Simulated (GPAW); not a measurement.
# Fe (Im-3m) in GPAW: settings compared

One crystal, Fe, is run at these levels: LDA+U, PBEsol+D3, PBEsol+D4, LDA; tasks: band structure, equation of state.

All numbers are computed with GPAW 26.7.0; they aren't measurements. Logs are shortened: lines on timing, memory, paths and dates and some standing lists are left out, and cuts for length are marked. The log counts tension as positive stress, the text compression.

### Step 1. The structure

The structure is cubic, space group Im-3m (No. 229). The conventional cell has a = 2.886 Å, b = 2.886 Å, c = 2.886 Å, α = 90.00°, β = 90.00°, γ = 90.00°. Around Fe (site symmetry m-3m) lie 8 Fe at 2.50 Å.

### Step 2. Band structure, LDA+U, collinear spin, ferromagnetic start

Contents of run.py:

```python
from ase import Atoms
from ase.dft.bandgap import bandgap
from ase.io import write
from ase.units import GPa
from gpaw import GPAW, PW

atoms = Atoms(['Fe'],
              cell=[[-1.443, 1.443, 1.443],
                    [1.443, -1.443, 1.443],
                    [1.443, 1.443, -1.443]],
              scaled_positions=[[0.0, 0.0, 0.0]],
              pbc=True)
atoms.set_initial_magnetic_moments([3.0])

calc = GPAW(mode=PW(600),
            xc='LDA',
            kpts={'size': (10, 10, 10), 'gamma': True},
            occupations={'name': 'fermi-dirac', 'width': 0.05},
            setups={'Fe': ':d,4.0'},
            nbands=12,
            convergence={'density': 1e-05, 'energy': 1e-05},
            maxiter=150,
            txt='gpaw.txt')
atoms.calc = calc
energy = atoms.get_potential_energy()
forces = atoms.get_forces()
stress = atoms.get_stress()
calc.write('gs.gpw')
write('result.traj', atoms)
print(f'Energy: {energy:.6f} eV')
print('Forces (eV/A):')
print(forces.round(4))
print('Stress (GPa):', (stress / GPa).round(3))
print('Moments:', calc.get_magnetic_moments().round(3))
print('Fermi level:', round(calc.get_fermi_level(), 4), 'eV')
print(f'Gap: {bandgap(calc)[0]:.4f} eV, direct: {bandgap(calc, direct=True)[0]:.4f} eV')

path = atoms.cell.bandpath('GHNGPH,PN', npoints=60, eps=1e-4)
bs_calc = calc.fixed_density(kpts=path, symmetry='off', nbands=19,
                             convergence={'bands': 'CBM+6.0', 'eigenstates': 1e-6}, txt='bands.txt')
bs = bs_calc.band_structure()
bs.write('bs.json')
print(f'Gap on the path: {bandgap(bs_calc)[0]:.4f} eV')
```

Potentials or basis: the program's PAW data sets (release 1.2.1) made for this functional, pw.

Command:

```console
$ OMP_NUM_THREADS=1 python run.py
```

gpaw.txt:

```text
__  _  _
 | _ |_)|_||  |
 |__||  | ||/\| - 26.7.0

Input parameters:
  mode=PW(ecut=600.0),
  convergence={'density': 1e-05, 'energy': 1e-05},
  kpts=MonkhorstPack(size=(10, 10, 10), gamma=True),
  maxiter=150,
  nbands=12,
  occupations=Occupations(name='fermi-dirac', width=0.05),
  setups={'Fe': ':d,4.0'},
  xc=XC(name='LDA')

Diagonalizing LCAO Hamiltonian
Converting LCAO to pw mode

       Fe

Atoms  # Å, Bohr magnetons
|   | symbol |        x |        y |        z |    initial magnetic moments |
|---|--------|----------|----------|----------|-----------------------------|
| 0 |     Fe | 0.000000 | 0.000000 | 0.000000 | ( 0.0000,  0.0000,  3.0000) |

Unit cell  # Å
| periodic |         x |         y |         z |  lengths |     angles |
|----------|-----------|-----------|-----------|----------|------------|
|      yes | -1.443000 |  1.443000 |  1.443000 | 2.499349 | 109.471221 |
|      yes |  1.443000 | -1.443000 |  1.443000 | 2.499349 | 109.471221 |
|      yes |  1.443000 |  1.443000 | -1.443000 | 2.499349 | 109.471221 |

Number of symmetries: 48
Symmetry operations  # r_c * U_cc + t_c -> r_c
|    | kind |            matrix            |
|----|------|------------------------------|
|  0 |  σ   |  1, 1, 1,  0, 0,-1,  0,-1, 0 |
|  1 |  C4  |  1, 1, 1,  0, 0,-1, -1, 0, 0 |
|  2 |  C2  |  1, 1, 1,  0,-1, 0,  0, 0,-1 |
|  3 |  S6  |  1, 1, 1,  0,-1, 0, -1, 0, 0 |
|  4 |  S6  |  1, 1, 1, -1, 0, 0,  0, 0,-1 |
|  5 |  C4  |  1, 1, 1, -1, 0, 0,  0,-1, 0 |
|  6 |  E   |  1, 0, 0,  0, 1, 0,  0, 0, 1 |
|  7 |  σ   |  1, 0, 0,  0, 1, 0, -1,-1,-1 |
|  8 |  σ   |  1, 0, 0,  0, 0, 1,  0, 1, 0 |
|  9 |  C3  |  1, 0, 0,  0, 0, 1, -1,-1,-1 |
| 10 |  C3  |  1, 0, 0, -1,-1,-1,  0, 1, 0 |
| 11 |  σ   |  1, 0, 0, -1,-1,-1,  0, 0, 1 |
| 12 |  σ   |  0, 1, 0,  1, 0, 0,  0, 0, 1 |
| 13 |  C2  |  0, 1, 0,  1, 0, 0, -1,-1,-1 |
| 14 |  C3  |  0, 1, 0,  0, 0, 1,  1, 0, 0 |
| 15 |  S4  |  0, 1, 0,  0, 0, 1, -1,-1,-1 |
| 16 |  S4  |  0, 1, 0, -1,-1,-1,  1, 0, 0 |
| 17 |  C3  |  0, 1, 0, -1,-1,-1,  0, 0, 1 |
| 18 |  C3  |  0, 0, 1,  1, 0, 0,  0, 1, 0 |
| 19 |  S4  |  0, 0, 1,  1, 0, 0, -1,-1,-1 |
| 20 |  σ   |  0, 0, 1,  0, 1, 0,  1, 0, 0 |
| 21 |  C3  |  0, 0, 1,  0, 1, 0, -1,-1,-1 |
| 22 |  C2  |  0, 0, 1, -1,-1,-1,  1, 0, 0 |
| 23 |  S4  |  0, 0, 1, -1,-1,-1,  0, 1, 0 |
| 24 |  C4  |  0, 0,-1,  1, 1, 1,  0,-1, 0 |
| 25 |  σ   |  0, 0,-1,  1, 1, 1, -1, 0, 0 |
| 26 |  S6  |  0, 0,-1,  0,-1, 0,  1, 1, 1 |
| 27 |  C2  |  0, 0,-1,  0,-1, 0, -1, 0, 0 |
| 28 |  C4  |  0, 0,-1, -1, 0, 0,  1, 1, 1 |
| 29 |  S6  |  0, 0,-1, -1, 0, 0,  0,-1, 0 |
| 30 |  S6  |  0,-1, 0,  1, 1, 1,  0, 0,-1 |
| 31 |  C4  |  0,-1, 0,  1, 1, 1, -1, 0, 0 |
| 32 |  C4  |  0,-1, 0,  0, 0,-1,  1, 1, 1 |
| 33 |  S6  |  0,-1, 0,  0, 0,-1, -1, 0, 0 |
| 34 |  σ   |  0,-1, 0, -1, 0, 0,  1, 1, 1 |
| 35 |  C2  |  0,-1, 0, -1, 0, 0,  0, 0,-1 |
| 36 |  C2  | -1, 0, 0,  1, 1, 1,  0, 0,-1 |
| 37 |  S6  | -1, 0, 0,  1, 1, 1,  0,-1, 0 |
| 38 |  S6  | -1, 0, 0,  0, 0,-1,  1, 1, 1 |
| 39 |  C2  | -1, 0, 0,  0, 0,-1,  0,-1, 0 |
| 40 |  C2  | -1, 0, 0,  0,-1, 0,  1, 1, 1 |
| 41 |  i   | -1, 0, 0,  0,-1, 0,  0, 0,-1 |
| 42 |  S4  | -1,-1,-1,  1, 0, 0,  0, 1, 0 |
| 43 |  C3  | -1,-1,-1,  1, 0, 0,  0, 0, 1 |
| 44 |  C3  | -1,-1,-1,  0, 1, 0,  1, 0, 0 |
| 45 |  σ   | -1,-1,-1,  0, 1, 0,  0, 0, 1 |
| 46 |  S4  | -1,-1,-1,  0, 0, 1,  1, 0, 0 |
| 47 |  C2  | -1,-1,-1,  0, 0, 1,  0, 1, 0 |

BZ-sampling:
  Number of BZ points: 1000
  Number of IBZ points: 47

  Monkhorst-Pack size: [10, 10, 10]
  Monkhorst-Pack shift: [0.05, 0.05, 0.05]

K-points  # in reciprocal-cell coordinates
|     |                                coordinates |     weight |
|-----|--------------------------------------------|------------|
|   0 | (  0.00000000,   0.00000000,   0.00000000) | 0.00100000 |
|   1 | (  0.10000000,   0.00000000,   0.00000000) | 0.01200000 |
|   2 | (  0.10000000,   0.10000000,  -0.10000000) | 0.00600000 |
|   3 | (  0.20000000,   0.00000000,  -0.10000000) | 0.02400000 |
|   4 | (  0.20000000,   0.00000000,   0.00000000) | 0.01200000 |
|   5 | (  0.20000000,   0.10000000,  -0.10000000) | 0.02400000 |
|   6 | (  0.20000000,   0.20000000,  -0.20000000) | 0.00600000 |
|   7 | (  0.30000000,  -0.10000000,  -0.10000000) | 0.00800000 |
|   8 | (  0.30000000,   0.00000000,  -0.10000000) | 0.04800000 |
|   9 | (  0.30000000,   0.00000000,   0.00000000) | 0.01200000 |
| ... |                                            |            |
|  46 | (  0.50000000,   0.50000000,   0.50000000) | 0.00100000 |

Plane wave coefficients: 418
Cutoff: 600.0 eV

Spin-components: 2 (collinear spins)
Bands:           12
Projectors:      6
Spin-degeneracy: 1
Datatype:        complex128

Parallelization:
  kpt:    1
  domain: 1
  band:   1

Density:
  Valence electrons: 8.0
  Components: 2
  Grid points: [15 15 15]
  Charge: 0.0  # |e|

Potential:
  Grid points: [15 15 15]

species:
  Fe:
    name:    Iron
    Z:       26.0
    valence: 8
    core:    18
    charge:  0.0  # [|e|]
    Hubbard: {U: 4.0,  # eV
              l: 2,
              scale: True}
    compensation charges:
      type: gauss
      rc: 0.33  # [Å]
      lmax: 2
    cutoffs:
      filter: 2.06  # [Å]
      core: 2.67  # [Å]
    projectors
    | kind |    occ | energy [eV] | rcut [Å] |
    |------|--------|-------------|----------|
    |   4s |  2.000 |      -5.481 |    1.164 |
    |   4p |  0.000 |      -1.431 |    1.058 |
    |   3d |  6.000 |      -7.753 |    1.058 |
    |    s |        |      21.730 |    1.164 |
    |    p |        |      25.780 |    1.058 |
    |    d |        |      19.459 |    1.058 |

    Using partial waves for Fe as LCAO basis

Reference energy: -34557.939371  # eV

eigensolver:
  PPCG
  Converge bands: occupied
  niter=2

density mixing:
  MSR1-Mixer
  Pratt-step length: 0.05
  Maximum mixing coefficient: 0.75
  Old densities: 10
  SVD Regularization: 0.005
  Good broyden scale: 1.0
  Trust region scale: 1.0
  Backstep threshold: 4.0
  History deletion threshold: 6.0
  Fourier metric: weight=20.0, sigma=0.015

occupation numbers:
  Fermi-Dirac:
    width: 0.0500  # eV

poisson solver:
  ecut: 4800.0  # eV

xc functional:
  name: None

convergence criteria:
- Maximum integral of absolute [dens]ity change: 1e-05 electrons / valence electron
- Maximum [total energy] change in last 3 cyles: 1e-05 eV / valence electron
- Maximum integral of absolute [eigenst]ate change: 4e-08 eV^2 / valence electron
maximum number of iterations: 150

SCF iterations
|iter     | |      energy | eigst |  dens |  magmom |
|---------|-|-------------|-------|-------|---------|
|iter:   1| |   -7.088471 | +0.17 |       |  +3.0047|
|iter:   2| |   -7.113017 | -1.73 | -0.95 |  +2.9999|
|iter:   3| |   -7.331468 | -1.51 | -0.97 |  +2.8731|
|iter:   4| |   -7.355770 | -2.69 | -1.43 |  +2.8335|
|iter:   5| |   -7.356797 | -3.08 | -1.83 |  +2.8223|
|iter:   6| |   -7.356910 | -4.53 | -2.30 |  +2.8254|
|iter:   7| |   -7.356930 | -5.90 | -3.06 |  +2.8264|
|iter:   8| |   -7.356934c| -6.04 | -3.41 |  +2.8264|
|iter:   9| |   -7.356934c| -7.49c| -3.87 |  +2.8260|
|iter:  10| |   -7.356933c| -7.58c| -4.13 |  +2.8257|
|iter:  11| |   -7.356933c| -9.05c| -5.30c|  +2.8257|

Converged in 11 steps
Energy contributions relative to reference atoms: (reference = -34557.939371)

Energy contributions:
  Kinetic:          16.238522
  Coulomb:         -13.273803
  Zero:              0.013597
  External:          0.000000
  Xc:              -10.332430
  Entropy:          -0.005637
  Spinorbit:         0.000000
  ----------------------------
  Free energy:      -7.359751
  Extrapolated:     -7.356933

dipole moment: (-3.539947, -3.539947, -3.539947)  # |e|*Ang

Total magnetic moment: (0.000000, 0.000000, 2.825701)

Local magnetic moments
|        x |        y |        z |
|----------|----------|----------|
| 0.000000 | 0.000000 | 3.008689 |  # Fe   0

Fermi level: 9.512
Eigenvalues  # (at kpt = [0.000, 0.000, 0.000])
| band index |      eig [eV] | occ [0-1] |      eig [eV] | occ [0-1] |
|------------|---------------|-----------|---------------|-----------|
|          0 |         0.757 |     1.000 |         0.947 |     1.000 |
|          1 |         4.842 |     1.000 |         9.952 |     0.000 |
|          2 |         4.842 |     1.000 |         9.952 |     0.000 |
|          3 |         4.842 |     1.000 |         9.952 |     0.000 |
|          4 |         5.972 |     1.000 |        12.348 |     0.000 |
|          5 |         5.972 |     1.000 |        12.348 |     0.000 |
|          6 |        17.340 |     0.000 |        19.995 |     0.000 |
|          7 |        17.340 |     0.000 |        19.995 |     0.000 |
|          8 |        17.340 |     0.000 |        19.995 |     0.000 |
|          9 |        33.594 |     0.000 |        33.363 |     0.000 |
|         10 |        33.594 |     0.000 |        33.363 |     0.000 |
|         11 |        33.594 |     0.000 |        33.363 |     0.000 |

No gap
No difference between direct/indirect transitions

Forces  # eV/Ang
|       x |       y |       z |
|---------|---------|---------|
| 0.00000 | 0.00000 | 0.00000 |  # Fe   0

Stress tensor  # eV/Ang^3
|        x |        y |        z |
|----------|----------|----------|
| 0.025954 | 0.000000 | 0.000000 |
| 0.000000 | 0.025954 | 0.000000 |
| 0.000000 | 0.000000 | 0.025954 |

# Writing to gs.gpw (mode='')
```

Wall time 11 s (1 thread of Intel Xeon 6985P-C at 2.30GHz (Granite Rapids), shared host); peak memory 0.17 GiB.

Results:

```
Free energy             : -7.3598 eV
Pressure                : -4.2 GPa
Band gap along the path : none (metal or under the smearing width)
Net moment              : 2.83 μB per cell
Site moments            : Fe +3.01 μB
```

Levels at the corners of the path, in eV from the Fermi level:
Spin up:
```csv
point,band 3,band 4,band 5,band 6,band 7
Γ,-4.67,-4.67,-3.54,-3.54,7.83
H,-2.53,-2.53,-2.53,7.70,7.70
N,-3.50,-3.40,-2.30,-0.09,5.55
Γ,-4.67,-4.67,-3.54,-3.54,7.83
P,-5.20,-3.38,-3.38,7.11,7.11
H,-2.53,-2.53,-2.53,7.70,7.70
P,-5.20,-3.38,-3.38,7.11,7.11
N,-3.50,-3.40,-2.30,-0.09,5.55
```
Spin down:
| point | band 1 | band 2 | band 3 | band 4 | band 5 |
| --- | --- | --- | --- | --- | --- |
| Γ | -8.57 | 0.44 | 0.44 | 0.44 | 2.84 |
| H | -2.14 | -2.14 | 3.19 | 3.19 | 3.19 |
| N | -3.23 | -0.90 | 0.02 | 2.60 | 3.13 |
| Γ | -8.57 | 0.44 | 0.44 | 0.44 | 2.84 |
| P | -1.39 | -1.39 | -1.39 | 3.19 | 3.19 |
| H | -2.14 | -2.14 | 3.19 | 3.19 | 3.19 |
| P | -1.39 | -1.39 | -1.39 | 3.19 | 3.19 |
| N | -3.23 | -0.90 | 0.02 | 2.60 | 3.13 |

Caveat: the U is typed as a test and isn't derived for this compound. The state reached can hang on the start; a lower one may exist.

### Step 3. Equation of state, PBEsol+D3, collinear spin, ferromagnetic start

Contents of run.py:

```python
import spglib
from ase import Atoms
from ase.calculators.mixing import SumCalculator
from ase.eos import EquationOfState
from ase.io import Trajectory, read
from ase.units import GPa
from dftd3.ase import DFTD3
from gpaw import GPAW, PW, setup_paths

setup_paths.insert(0, '.')

atoms = read('Fe.cif')
cell, positions, numbers = spglib.find_primitive(
    (atoms.cell[:], atoms.get_scaled_positions(), atoms.numbers), symprec=1e-4)
atoms = Atoms(numbers, cell=cell, scaled_positions=positions, pbc=True)
atoms.set_initial_magnetic_moments([3.0])

traj = Trajectory('eos.traj', 'w')
volumes, energies = [], []
for x in [0.94, 0.96, 0.98, 1.0, 1.02, 1.04, 1.06]:
    a = atoms.copy()
    a.set_cell(atoms.cell * x**(1 / 3), scale_atoms=True)
    calc = GPAW(mode=PW(600),
                xc='PBEsol',
                kpts={'size': (10, 10, 10), 'gamma': True},
                occupations={'name': 'fermi-dirac', 'width': 0.05},
                nbands=12,
                convergence={'density': 1e-05, 'energy': 1e-05},
                maxiter=150,
                txt=f'eos-{x:.2f}.txt')
    a.calc = SumCalculator([calc, DFTD3(method='pbesol', damping='d3zero')])
    energies.append(a.get_potential_energy())
    volumes.append(a.get_volume())
    p = -a.get_stress()[:3].mean() / GPa
    calc.write(f'eos-{x:.2f}.gpw')
    traj.write(a)
    print(f'{x:.2f} {volumes[-1]:10.4f} A^3 {energies[-1]:14.6f} eV {p:9.3f} GPa', flush=True)

v0, e0, B = EquationOfState(volumes, energies, eos='birchmurnaghan').fit()
print(f'V0 = {v0:.4f} A^3, E0 = {e0:.6f} eV, B0 = {B / GPa:.2f} GPa')
```

Contents of Fe.cif:

```cif
data_Fe
_cell_length_a 2.88600000
_cell_length_b 2.88600000
_cell_length_c 2.88600000
_cell_angle_alpha 90.00000000
_cell_angle_beta 90.00000000
_cell_angle_gamma 90.00000000
_space_group_name_H-M_alt 'Im-3m'
_space_group_name_Hall '-I 4 2 3'
_space_group_IT_number 229
loop_
_space_group_symop_operation_xyz
'x,y,z'
'-x,-y,-z'
'-y,x,z'
'y,-x,-z'
'-x,-y,z'
'x,y,-z'
'y,-x,z'
'-y,x,-z'
'x,-y,-z'
'-x,y,z'
'-y,-x,-z'
'y,x,z'
'-x,y,-z'
'x,-y,z'
'y,x,-z'
'-y,-x,z'
'z,x,y'
'-z,-x,-y'
'z,-y,x'
'-z,y,-x'
'z,-x,-y'
'-z,x,y'
'z,y,-x'
'-z,-y,x'
'-z,x,-y'
'z,-x,y'
'-z,-y,-x'
'z,y,x'
'-z,-x,y'
'z,x,-y'
'-z,y,x'
'z,-y,-x'
'y,z,x'
'-y,-z,-x'
'x,z,-y'
'-x,-z,y'
'-y,z,-x'
'y,-z,x'
'-x,z,y'
'x,-z,-y'
'-y,-z,x'
'y,z,-x'
'-x,-z,-y'
'x,z,y'
'y,-z,-x'
'-y,z,x'
'x,-z,y'
'-x,z,-y'
'x+1/2,y+1/2,z+1/2'
'-x+1/2,-y+1/2,-z+1/2'
'-y+1/2,x+1/2,z+1/2'
'y+1/2,-x+1/2,-z+1/2'
'-x+1/2,-y+1/2,z+1/2'
'x+1/2,y+1/2,-z+1/2'
'y+1/2,-x+1/2,z+1/2'
'-y+1/2,x+1/2,-z+1/2'
'x+1/2,-y+1/2,-z+1/2'
'-x+1/2,y+1/2,z+1/2'
'-y+1/2,-x+1/2,-z+1/2'
'y+1/2,x+1/2,z+1/2'
'-x+1/2,y+1/2,-z+1/2'
'x+1/2,-y+1/2,z+1/2'
'y+1/2,x+1/2,-z+1/2'
'-y+1/2,-x+1/2,z+1/2'
'z+1/2,x+1/2,y+1/2'
'-z+1/2,-x+1/2,-y+1/2'
'z+1/2,-y+1/2,x+1/2'
'-z+1/2,y+1/2,-x+1/2'
'z+1/2,-x+1/2,-y+1/2'
'-z+1/2,x+1/2,y+1/2'
'z+1/2,y+1/2,-x+1/2'
'-z+1/2,-y+1/2,x+1/2'
'-z+1/2,x+1/2,-y+1/2'
'z+1/2,-x+1/2,y+1/2'
'-z+1/2,-y+1/2,-x+1/2'
'z+1/2,y+1/2,x+1/2'
'-z+1/2,-x+1/2,y+1/2'
'z+1/2,x+1/2,-y+1/2'
'-z+1/2,y+1/2,x+1/2'
'z+1/2,-y+1/2,-x+1/2'
'y+1/2,z+1/2,x+1/2'
'-y+1/2,-z+1/2,-x+1/2'
'x+1/2,z+1/2,-y+1/2'
'-x+1/2,-z+1/2,y+1/2'
'-y+1/2,z+1/2,-x+1/2'
'y+1/2,-z+1/2,x+1/2'
'-x+1/2,z+1/2,y+1/2'
'x+1/2,-z+1/2,-y+1/2'
'-y+1/2,-z+1/2,x+1/2'
'y+1/2,z+1/2,-x+1/2'
'-x+1/2,-z+1/2,-y+1/2'
'x+1/2,z+1/2,y+1/2'
'y+1/2,-z+1/2,-x+1/2'
'-y+1/2,z+1/2,x+1/2'
'x+1/2,-z+1/2,y+1/2'
'-x+1/2,z+1/2,-y+1/2'
loop_
_atom_site_label
_atom_site_type_symbol
_atom_site_symmetry_multiplicity
_atom_site_Wyckoff_symbol
_atom_site_fract_x
_atom_site_fract_y
_atom_site_fract_z
_atom_site_occupancy
Fe1 Fe 2 a 0.0000000000 0.0000000000 0.0000000000 1
```

Potentials or basis: PAW data sets generated in the run's folder for this functional, pw.

Command:

```console
$ gpaw-setup -f PBEsol Fe
$ OMP_NUM_THREADS=1 python run.py
```

Wall time 50 s (1 thread of Intel Xeon 6985P-C at 2.30GHz (Granite Rapids), shared host); peak memory 0.19 GiB.

It converged, with:

```
Equilibrium volume : 10.88 Å³/atom (rough: see the caveat)
Bulk modulus       : 340 GPa (rough)
```

Energy against volume, from the lowest point:
```
volume (Å³/atom)  energy (meV/atom)
          11.298               0.00
          11.538              19.92
          11.778              45.64
          12.019              76.19
          12.259             110.48
          12.499             147.30
          12.740             185.60
```

Caveat: the fit is doubtful: noisy points or a state that changes with volume; the minimum lies outside the volumes run.

(Continued in part 2 of 3.)
